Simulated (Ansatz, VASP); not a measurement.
# Cross-check of C (diamond) between VASP and Ansatz

Aim: how closely do two programs agree when they are given the same cell, functional and k mesh? The cell is taken from a series of runs on this material, whose earlier steps may have relaxed, scaled, displaced or heated it; both programs get it as it stands.

Method: plane waves, with VASP 6.6.1 beside it; relaxation of cell and atoms at PBEsol, in Ansatz 0.2.0.

**1. Set-up**

It takes space group Fd-3m (No. 227, cubic). The conventional cell has a = 3.567 Å, b = 3.567 Å, c = 3.567 Å, α = 90.00°, β = 90.00°, γ = 90.00°. C has 4 C at 1.54 Å nearest.

As a file:

```
C
1.0
     0.00000    1.78340    1.78340
     1.78340    0.00000    1.78340
     1.78340    1.78340    0.00000
C
2
Direct
  0.00000 0.00000 0.00000
  0.25000 0.25000 0.25000
```

**2. VASP: relaxation of cell and atoms, PBEsol**

The relaxed volume is the usual yardstick between codes: in a stiff, nearly cubic crystal its relative difference is about their pressure difference at one cell divided by the bulk modulus.

Lines of VASP's logs that name or quote its potential files are left out, and so is its time.

The input, INCAR:

```
SYSTEM = C
PREC = Accurate
ENCUT = 600
EDIFF = 1E-07
NELM = 120
ISMEAR = -1
SIGMA = 0.01
LREAL = .FALSE.
ALGO = Normal
GGA = PS
NBANDS = 10
LORBIT = 11
LWAVE = .FALSE.
LCHARG = .FALSE.
ISIF = 3
IBRION = 2
NSW = 80
EDIFFG = -0.005
LASPH = .TRUE.
GGA_COMPAT = .FALSE.
NELMIN = 4
EFERMI = MIDGAP
```

The input, POSCAR:

```
C
1.0
    0.0000000000      1.7833950000      1.7833950000
    1.7833950000      0.0000000000      1.7833950000
    1.7833950000      1.7833950000      0.0000000000
C
2
Direct
    0.0000000701      0.0000000701      0.0000003505
    0.2500000701      0.2500000701      0.2500003505
```

The input, KPOINTS:

```
Automatic mesh
0
Gamma
13 13 13
0 0 0
```

Potentials, in the order of the species: C (PBE family, release 64).

Started as:

```console
$ mpirun -np 1 vasp_std
```

Numbers of over 12 decimals in the logs are rounded to 6 here.

What it wrote:

```text
[banner, memory and clock lines left out]
running    1 mpi-ranks, on    1 nodes
 distrk:  each k-point on    1 cores,    1 groups
 distr:  one band on    1 cores,    1 groups

 POSCAR found type information on POSCAR C
 POSCAR found :  1 types and       2 ions
|                                                                             |
|               ----> ADVICE to this user running VASP <----                  |
|                                                                             |
|     You enforced a specific xc type in the INCAR file but a different       |
|     [... a line on the potential file left out ...]
|     I HOPE YOU KNOW WHAT YOU ARE DOING!                                     |
|                                                                             |

 LDA part: xc-table for (Slater+PW92), standard interpolation
 POSCAR, INCAR and KPOINTS ok, starting setup
 FFT: planning ... GRIDC
 FFT: planning ... GRID_SOFT
 FFT: planning ... GRID
 WAVECAR not read
 entering main loop
       N       E                     dE             d eps       ncg     rms          rms(c)
DAV:   1     0.182719364690E+01    0.18272E+01   -0.55059E+03  1680   0.904E+02
DAV:   2    -0.194778726886E+02   -0.21305E+02   -0.20557E+02  2330   0.132E+02
DAV:   3    -0.199140136085E+02   -0.43614E+00   -0.43511E+00  1968   0.159E+01
DAV:   4    -0.199149106022E+02   -0.89699E-03   -0.89695E-03  1792   0.841E-01
DAV:   5    -0.199149117863E+02   -0.11841E-05   -0.11841E-05  1924   0.305E-02    0.556E+00
DAV:   6    -0.194239527069E+02    0.49096E+00   -0.26952E-01  1746   0.382E+00    0.327E+00
DAV:   7    -0.192527061398E+02    0.17125E+00   -0.32033E-01  1828   0.421E+00    0.681E-01
DAV:   8    -0.192531951060E+02   -0.48897E-03   -0.67156E-03  1772   0.701E-01    0.286E-02
DAV:   9    -0.192532107081E+02   -0.15602E-04   -0.15771E-05  2054   0.385E-02    0.204E-02
DAV:  10    -0.192532184529E+02   -0.77447E-05   -0.34395E-06  1780   0.178E-02    0.412E-03
DAV:  11    -0.192532183140E+02    0.13889E-06   -0.68736E-08  2072   0.248E-03    0.497E-04
DAV:  12    -0.192532182975E+02    0.16436E-07   -0.27667E-09   910   0.575E-04
   1 F= -.19253218E+02 E0= -.19253218E+02  d E =-.192532E+02
 curvature:   0.00 expect dE= 0.000E+00 dE for cont linesearch  0.000E+00
 trial: gam= 0.00000 g(F)=  0.716E-41 g(S)=  0.709E-02 ort = 0.000E+00 (trialstep = 0.100E+01)
 search vector abs. value=  0.709E-02
 bond charge predicted
       N       E                     dE             d eps       ncg     rms          rms(c)
DAV:   1    -0.192546596859E+02   -0.14414E-02   -0.14378E-01  1812   0.337E+00    0.351E-01
DAV:   2    -0.192529296945E+02    0.17300E-02   -0.18269E-03  1798   0.365E-01    0.193E-01
DAV:   3    -0.192522378822E+02    0.69181E-03   -0.11958E-03  1778   0.253E-01    0.277E-02
DAV:   4    -0.192522374495E+02    0.43269E-06   -0.14430E-05  1818   0.368E-02    0.225E-02
DAV:   5    -0.192522360889E+02    0.13606E-05   -0.55260E-07  1794   0.831E-03    0.222E-03
DAV:   6    -0.192522362567E+02   -0.16781E-06   -0.14522E-08   896   0.128E-03    0.878E-04
DAV:   7    -0.192522362315E+02    0.25169E-07   -0.17992E-09   844   0.433E-04
   2 F= -.19252236E+02 E0= -.19252236E+02  d E =0.982066E-03
 trial-energy change:    0.000982  1 .order    0.001037   -0.007089    0.009163
 step:   0.4412(harm=  0.4362)  dis= 0.00000  next Energy=   -19.254787 (dE=-0.157E-02)
 bond charge predicted
       N       E                     dE             d eps       ncg     rms          rms(c)
DAV:   1    -0.192555552580E+02   -0.33190E-02   -0.44523E-02  1810   0.186E+00    0.195E-01
DAV:   2    -0.192550148279E+02    0.54043E-03   -0.56103E-04  1788   0.202E-01    0.108E-01
DAV:   3    -0.192547964959E+02    0.21833E-03   -0.37139E-04  1780   0.141E-01    0.150E-02
DAV:   4    -0.192547959462E+02    0.54968E-06   -0.46152E-06  1812   0.208E-02    0.122E-02
DAV:   5    -0.192547946434E+02    0.13028E-05   -0.17251E-07  1792   0.463E-03    0.131E-03
DAV:   6    -0.192547945234E+02    0.12004E-06   -0.47912E-09   846   0.759E-04    0.496E-04
DAV:   7    -0.192547945309E+02   -0.74982E-08   -0.56032E-10   842   0.240E-04
   3 F= -.19254795E+02 E0= -.19254795E+02  d E =-.157623E-02
 curvature:  -0.22 expect dE=-0.404E-08 dE for cont linesearch -0.404E-08
 trial: gam=-0.00161 g(F)=  0.848E-42 g(S)=  0.185E-07 ort = 0.115E-04 (trialstep = 0.888E+00)
 search vector abs. value=  0.100E-09
 reached required accuracy - stopping structural energy minimisation
```

From OUTCAR (step 2):

```text
ion  position               nearest neighbor table
   1  0.000  0.000  0.000-   2 1.54   2 1.54   2 1.54   2 1.54
   2  0.250  0.250  0.250-   1 1.54   1 1.54   1 1.54   1 1.54

  LATTYP: Found a face centered cubic cell.
 ALAT       =     3.5667900000

 Subroutine GETGRP returns: Found 48 space group operations
 (whereof 24 operations were pure point group operations)

The static configuration has the point symmetry T_d .
 The point group associated with its full space group is O_h .

 Found     84 irreducible k-points:

   k-points           NKPTS =     84   k-points in BZ     NKDIM =     84   number of bands    NBANDS=     10

   dimension x,y,z NGX =    20 NGY =   20 NGZ =   20
   dimension x,y,z NGXF=    40 NGYF=   40 NGZF=   40

   ENCUT  =  600.0 eV  44.10 Ry    6.64 a.u.   5.04  5.04  5.04*2*pi/ulx,y,z

   NELECT =       8.0000    total number of electrons

 k-points in reciprocal lattice and weights: Automatic mesh
   0.00000000  0.00000000  0.00000000       0.000
   0.07692308  0.00000000  0.00000000       0.004
   0.15384615  0.00000000  0.00000000       0.004
   0.23076923  0.00000000  0.00000000       0.004
   0.30769231  0.00000000  0.00000000       0.004
   0.38461538  0.00000000  0.00000000       0.004
   0.46153846  0.00000000  0.00000000       0.004
   0.07692308  0.07692308  0.00000000       0.003
   0.15384615  0.07692308  0.00000000       0.011
[...]
-0.30769231  0.46153846  0.15384615       0.011
  -0.30769231  0.46153846  0.23076923       0.011

 average (electrostatic) potential at core
       1 -45.3427       2 -45.3427

 E-fermi :  11.8698

 k-point     1 :       0.0000    0.0000    0.0000
  band No.  band energies     occupation
      1     -11.8030      2.00000
      2       9.8527      2.00000
      3       9.8527      2.00000
      4       9.8527      2.00000
      5      15.4195      0.00000
      6      15.4195      0.00000
      7      15.4195      0.00000
      8      23.4486      0.00000
      9      28.9400      0.00000
    ...

 k-point     2 :       0.0769    0.0000    0.0000
  band No.  band energies     occupation
      1     -11.6377      2.00000
      2       8.7708      2.00000
      3       9.5680      2.00000
      4       9.5680      2.00000
      5      15.7913      0.00000
      6      15.7913      0.00000
      7      16.0627      0.00000
      8      23.5737      0.00000
      9      29.2219      0.00000
    ...

 k-point     3 :       0.1538    0.0000    0.0000
  band No.  band energies     occupation
      1     -11.1430      2.00000
      2       6.4752      2.00000
      3       8.9288      2.00000
      4       8.9288      2.00000
      5      16.6298      0.00000
      6      16.6298      0.00000
      7      17.1152      0.00000
      8      23.9342      0.00000
      9      29.8494      0.00000
    ...

  Total       -0.0005060     -0.0005060     -0.0005060     -0.0000000     -0.0000000      0.0000000
  in kB       -0.0721801     -0.0721801     -0.0721801     -0.0000000     -0.0000000      0.0000000
  external PRESSURE =      -0.0721801 kB  Pullay stress =       0.0000000 kB

  energy-cutoff  :      600.00
  volume of cell :       11.23
      direct lattice vectors                 reciprocal lattice vectors
     0.000000000  1.777454635  1.777454635    -0.281301132  0.281301132  0.281301132
     1.777454635 -0.000000000  1.777454635     0.281301132 -0.281301132  0.281301132
     1.777454635  1.777454635  0.000000000     0.281301132  0.281301132 -0.281301132

 POSITION                                       TOTAL-FORCE (eV/Angst)
 -----------------------------------------------------------------------------------
      0.00000      0.00000      0.00000         0.000000     -0.000000     -0.000000
      0.88873      0.88873      0.88873        -0.000000      0.000000      0.000000
 -----------------------------------------------------------------------------------
    total drift:                               -0.000161     -0.000161      0.000076

  FREE ENERGIE OF THE ION-ELECTRON SYSTEM (eV)
  ---------------------------------------------------
  free  energy   TOTEN  =       -19.2547945309 eV

  energy  without entropy=      -19.2547945309  energy(sigma->0) =      -19.25479453

 reached required accuracy - stopping structural energy minimisation

 total charge
# of ion       s       p       d       tot
------------------------------------------
    1        0.824   1.754   0.000   2.577
    2        0.824   1.754   0.000   2.577
--------------------------------------------------
tot          1.647   3.508   0.000   5.155

[... 3 further parts left out ...]
```

CONTCAR:

```
C
   1.00000000000000
     0.0000000000000000    1.7774546345430102    1.7774546345430102
     1.7774546345430102   -0.0000000000000000    1.7774546345430102
     1.7774546345430102    1.7774546345430102    0.0000000000000000
  C
     2
Direct
     0.0000000701000005    0.0000000701000005    0.0000003505000024
     0.2500000701000005    0.2500000701000005    0.2500003505000024
```

The run keeps the 48 symmetry operations of its start, so it cannot find a distortion of lower symmetry.

**3. Ansatz: relaxation of cell and atoms, PBEsol**

Ansatz runs on its default PAW (the set named soft_2) files.

The same cell, functional, mesh and smearing now go to Ansatz.

The input, input.yaml:

```yaml
crystal:
  lattice:
    - [0.0, 1.783395, 1.783395]
    - [1.783395, 0.0, 1.783395]
    - [1.783395, 1.783395, 0.0]
  atoms:
    - { symbol: C, position: [0.0, 0.0, 0.0] }
    - { symbol: C, position: [0.25, 0.25, 0.25] }
basis:
  ecutwfc: 420
  xc_grid: 2
hamiltonian:
  xc: pbesol
kpoints:
  mp_grid: { grid: [13, 13, 13] }
scf:
  occupations: { method: fermi_dirac, width: 0.01 }
  max_iter: 150
output:
  forces: true
  stress: true
relax:
  f_tol: 0.01
  max_steps: 60
  cell: {}
checkpoint:
  write: "../pbesol.run"
  compress: false
  write_wavefunctions: false
  write_every: 100000
```

Started as:

```console
$ ansatz run input.yaml --threads 1 --pin off --max-ram 2826MiB --backend cpu --events-out ev --progress --plain --runs-dir out
```

What it wrote:

```text
Engine: ansatz 0.2.0, aarch64-unknown-linux-gnu
Pseudopotentials: kind: paw
Pseudopotential: C, paw, valence charge 4, recommended cutoff 420 eV (normal), C.paw.azcp
Functional definition: PBEsol
  exchange = pbesol_x
  correlation = pbesol_c
Crystal: 2 atoms, lattice volume = 11.344 Å³
Basis set: ecut = 420 eV, 229 PW (Γ), exchange–correlation on 36×36×36 points (8 copies of the dense FFT grid, shifted against one another)
Bands: 8, of which v1, the nominal top of the filled ones, is band 4 counted from 1 (3 counted from 0)
Symmetry: 48 space group operations
Space group: Fd-3m (ITA 227), of the structure as read, at distance tolerance 2.2e-5 Å
k-points: 84 of 2197
Non-local potential: C, projectors of the file, l = 0: 2, l = 1: 2, l = 2: 1
PAW form: soft (Blöchl's): semilocal exchange-correlation on the pseudo side does not see the compensation charge
PAW frozen core: C, regenerated for the run's functional, and the local potential with it (the file was generated under x = pbe(κ = 0.804, μ = 0.219515), c = pbe(β = 0.066725))
PAW one-centre angular grid: C, 110 points (default); XC on 64 Gauss nodes
Initial density: superposition of atomic densities (neutral atoms: chi_scale 0, normalization atom), corrected by the library's trained network
Initial wavefunctions: pseudopotential atomic-orbital guess
Functional: x = pbesol(κ = 0.804, μ = 0.123457), c = pbesol(β = 0.046)
SCF iter   1: F=—  HF=-493.334781 eV  |F-HF|=—  |Δ(HF+E_count)|=         —  Δρ=5.32e-3  dr2=2.64e-3  ethr=1.77e-3  ⟨swp⟩=5.4  Hψ=4465  notcnv=0
preconditioner: auto → none  [insulator: Δε(μ)=3.992 eV  Ē_g=19.580 eV  σ=0.010 eV  W_gap=1.00  n_scr=0 (ndim 8)  ℏωp=31.2 eV  f_vac=0.000  D(μ)=0.00/eV (n_scr^D=0)  ε∞_Penn≈3.5]
SCF iter   2: F=—  HF=-493.334107 eV  |F-HF|=—  |Δ(HF+E_count)|=   6.75e-4  Δρ=2.13e-3  dr2=4.20e-4  ethr=3.30e-5  ⟨swp⟩=2.1  Hψ=1699  notcnv=0
SCF iter   3: F=—  HF=-493.334031 eV  |F-HF|=—  |Δ(HF+E_count)|=   7.57e-5  Δρ=2.05e-4  dr2=2.42e-6  ethr=5.25e-6  ⟨swp⟩=3.0  Hψ=1344  notcnv=0
SCF iter   4: F=—  HF=-493.334032 eV  |F-HF|=—  |Δ(HF+E_count)|=   1.27e-6  Δρ=3.30e-5  dr2=7.87e-8  ethr=3.02e-8  ⟨swp⟩=2.0  Hψ=1008  notcnv=0
iter 5 did not close the SCF: its close was put off for the readings that it lacked (scf_convergence_deferred on its scf_iter line)
SCF iter   5: F=-493.334032 eV  HF=-493.334032 eV  |F-HF|=2.04e-10  |Δ(HF+E_count)|=   3.06e-8  Δρ=3.67e-6  dr2=6.27e-10  ethr=9.84e-10  ⟨swp⟩=2.1  Hψ=1016  notcnv=0
SCF iter   6: F=-493.334032 eV  HF=-493.334032 eV  |F-HF|=1.14e-13  |Δ(HF+E_count)|=  1.34e-10  Δρ=3.98e-8  dr2=3.16e-14  ethr=7.84e-12  ⟨swp⟩=1.0  Hψ=2042  notcnv=0
SCF 1 converged in 6 iterations: F = -493.334032 eV  dr2 = 3.16e-14
  greatest PAW one-centre occupation: 0.641 electrons in one spin orbital (limit 2), on the C atom at site 1 (counted from 0), in its partial waves of l = 0
relax step   1: F+E_penalty+E_count = -493.33403226 eV  Δ(F+E_penalty+E_count) = +0.000e0 eV  max|allowed force component| = 5.551e-17 eV/Å  Δτ_max = 0.0000 Å  P = -4.824 GPa  Ω = 11.344 Å³  (6 SCF iters, dr2 threshold 1.00e-7 eV, accepted)
[...]
relax step   4: F+E_penalty+E_count = -493.33592086 eV  Δ(F+E_penalty+E_count) = +7.334e-4 eV  max|allowed force component| = 2.082e-16 eV/Å  Δτ_max = 0.0000 Å  P = -0.089 GPa  Ω = 11.223 Å³  stress off target by 8.86e-2 GPa  SCF on the basis re-selected at this cell (its energy is not comparable with the rows above)  (8 SCF iters)
[...]
relax step   5: F+E_penalty+E_count = -493.33593553 eV  Δ(F+E_penalty+E_count) = -1.467e-5 eV  max|allowed force component| = 2.163e-16 eV/Å  Δτ_max = 0.0000 Å  P = -0.000 GPa  Ω = 11.221 Å³  energy of the carried Pulay correction = +1.407e-5 eV  (7 SCF iters, accepted)
[...]
relax step   6: F+E_penalty+E_count = -493.33588975 eV  Δ(F+E_penalty+E_count) = +4.578e-5 eV  max|allowed force component| = 2.452e-16 eV/Å  Δτ_max = 0.0000 Å  P = -0.001 GPa  Ω = 11.221 Å³  stress off target by 9.86e-4 GPa  SCF on the basis re-selected at this cell (its energy is not comparable with the rows above)  (7 SCF iters)
basis re-selected at this cell: Δ(F+E_penalty+E_count) = +4.578e-5 eV, ΔP = -0.001 GPa vs the last step (what re-selecting the basis moved, of the pressure what is left beyond the Pulay correction that the steps carried, after the strain that the cell walked since its last selection, with what the two solves' SCF thresholds leave and, on support functions, any second-order correction that the steps lacked; it is no m [...]
SCF converged after 7 iterations
Free energy (F): -493.335890 eV
Harris-Foulkes:  -493.335890 eV  (|F-HF|=2.27e-13)
Internal energy: -493.335890 eV  (E = F + TS)
E sigma→0 (E₀):  -493.335890 eV
Fermi energy:    15.504796 eV
--- Per-component energies (eV) ---
  E_band       = 35.319722
  E_kinetic    = 184.675719
  E_local      = -120.849286  (includes V_loc(G=0)·N_el)
  E_nonlocal   = 53.509300
  E_hartree    = 26.158004
  E_xc         = -96.919050
  E_vxc        = -120.694556  (∫ρ·V_xc dr)
  E_paw        = -190.725240  (= ΣΔE_a)
  E_vpaw       = -13.637480  (= ΣTr[D̂ρ^β])
  E_aug_tail   = 0.000017  (compensation charges beyond the density's cutoff)
  E_ewald      = -349.227555
  E_core_change = 0.042201  (= ΣΔE_core)
  E_smearing   = -0.000000  (= −TS)
  E_closure    = -0.000000  (closes the sum)
  Σ components = -493.335890   (vs F -493.335890, Δ=0.00e0)
--- Forces (eV/Å), atoms counted from 1 ---
  atom   1  C     -0.00000000    -0.00000000    -0.00000000
  atom   2  C      0.00000000     0.00000000     0.00000000
  max |Σ_I F_I| component: 3.70e-17 eV/Å
--- Stress (GPa, compression-positive) ---
       -0.000986      -0.000000      -0.000000
        0.000000      -0.000986      -0.000000
        0.000000      -0.000000      -0.000986
  P = ⅓ Tr σ = -0.0010 GPa (-0.010 kbar)
--- Relaxed structure (4 steps of the walk, 4 accepted, 2 SCFs on fresh bases) ---
  F+E_penalty+E_count = -493.33588975 eV   max|allowed force component| = 2.452e-16 eV/Å   (the final SCF, on the basis selected at the relaxed cell)
  cell:  # Å, volume = 11.2208 Å³
    - [0, 1.776904, 1.776904]
    - [1.776904, 0, 1.776904]
    - [1.776904, 1.776904, 0]
  atoms:
    - { symbol: C, position: [0, 0, 0] }
    - { symbol: C, position: [0.25, 0.25, 0.25] }
```

**4. Differences**

Known differences besides the potentials themselves: the cutoff is 420 eV in Ansatz and 600 eV in VASP; Ansatz makes its cores anew for this functional, VASP keeps those of its PBE data sets; Ansatz adds a Pulay correction to the stress that steers its cell, VASP none. Total energies have different zeros and are not compared.

The two programs side by side:

```csv
quantity,Ansatz,VASP,difference
volume (Å³),11.22,11.23,-0.09 %
"edge a after relaxation, in the typed setting (Å)",2.513,2.514,-0.03 %
```

**5. What came out**

```yaml
difference_in_volume_relaxation_of_cell_and_atoms_pbesol: -0.093 %
```

The difference in volume is -0.093 % (relaxation of cell and atoms, PBEsol), within the 1.2 % picked in this series as the mark of a large difference, as far as the stopping tolerances let one tell. How closely two codes agree says nothing of how well the functional describes the real material.

[Lines on the potential files, build, host, timing and source positions are cut from VASP's logs without a mark.]

[Logs are printed without paths, hosts, clocks, repeated set-up lines and the standing remarks that a program may print on its own settings, such as how far it seeks lower states.]

[Hosts, paths, dates, database ids (printed as entryN), source tags and the programs' standing remarks are cut or masked in the printed files.]
